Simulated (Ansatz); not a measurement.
**AlNi: stress in a strained cell**

AlNi is deformed so: equal xy, yz and zx engineering shear strains of +3 %. What stress and forces result, by LAPW, PAW and all-electron datasets made for the crystal?

Computed with Ansatz 0.2.0 (DFT PBE, scalar-relativistic, unless a step's input says otherwise).

### 1 The system as given

The structure is cubic, space group Pm-3m (No. 221). The conventional cell has a = 2.881 Å, b = 2.881 Å, c = 2.881 Å, α = 90.00°, β = 90.00°, γ = 90.00°. Al (site symmetry m-3m) is surrounded by 8 Ni at 2.50 Å. Around Ni (site symmetry m-3m) lie 8 Al at 2.50 Å.

Coordinates:

```
Al Ni
1.0
     2.88100    0.00000    0.00000
     0.00000    2.88100    0.00000
     0.00000    0.00000    2.88100
Al Ni
1 1
Direct
  0.00000 0.00000 0.00000
  0.50000 0.50000 0.50000
```

Atoms are numbered in the order of the input: Al1, Ni2.

### 2 The deformed structure

Space group Pm-3m before, R-3m after.

### 3 LAPW, all electrons

The input, input.yaml:

```yaml
crystal:
  lattice:
    - [2.881, 0.043215, 0.043215]
    - [0.043215, 2.881, 0.043215]
    - [0.043215, 0.043215, 2.881]
  atoms:
    - { symbol: Al, position: [0.0, 0.0, 0.0] }
    - { symbol: Ni, position: [0.5, 0.5, 0.5], spin: 1.5 }
magnetization:
  spin_polarized: true
kpoints:
  mp_grid: { grid: [13, 13, 13] }
  band_path:
    path:
      - [0.0, 0.0, 0.0]
      - [0.5, 0.5, 0.5]
      - [0.5284899614, 0.4715100386, 0.5]
      - [0.5, -0.4715100386, 0.4715100386]
      - [0.5, 0.0, 0.0]
      - [0.0, 0.0, 0.0]
      - [0.4857550193, -0.4857550193, 0.0]
      - [0.5142449807, 0.0, 0.4857550193]
      - [0.5, 0.0, 0.5]
    npoints: 5
scf:
  occupations: { method: fermi_dirac, width: 0.05 }
hamiltonian:
  xc: pbe
  pseudopotentials: { kind: all_electron, lapw: { basis_error: 0.0005 } }
output:
  forces: true
  stress: true
  eigenvalues: true
```

Launch:

```sh
ansatz run input.yaml --threads 1 --pin off --max-ram 3072MiB --backend cpu --events-out ev --progress --plain --runs-dir out
```

### 4 Frozen-core PAW

The input, input.yaml:

```yaml
crystal:
  lattice:
    - [2.881, 0.043215, 0.043215]
    - [0.043215, 2.881, 0.043215]
    - [0.043215, 0.043215, 2.881]
  atoms:
    - { symbol: Al, position: [0.0, 0.0, 0.0] }
    - { symbol: Ni, position: [0.5, 0.5, 0.5], spin: 1.5 }
magnetization:
  spin_polarized: true
kpoints:
  mp_grid: { grid: [13, 13, 13] }
scf:
  occupations: { method: fermi_dirac, width: 0.05 }
hamiltonian:
  xc: pbe
  pseudopotentials: { kind: paw }
output:
  forces: true
  stress: true
  eigenvalues: true
  efg: { contact_densities: true }
```

### 5 Datasets made for this crystal

Edit input.yaml of step 4 so:

```diff
@@ -16,3 +16,3 @@
   xc: pbe
-  pseudopotentials: { kind: paw }
+  pseudopotentials: { kind: all_electron, datasets: crystal }
 output:
```

(Steps that only read results are left out.)

What does the calculation give? Wanted: pressure; largest shear or deviatoric stress.

**Answer**, as computed:

| quantity | value |
| --- | --- |
| pressure | LAPW 2.41, PAW 2.46, crystal datasets 2.41 GPa |
| largest shear or deviatoric stress (LAPW) | 3.48 GPa |

What this shows: The largest part of the stress beyond the pressure is 3.48 GPa in size; the atoms are carried along and not relaxed. No run of the undeformed cell stands beside it, so the pressure holds what the given cell had before the change. PAW: stress within 0.05 GPa of LAPW. Crystal datasets: stress within 0.01 GPa of LAPW.
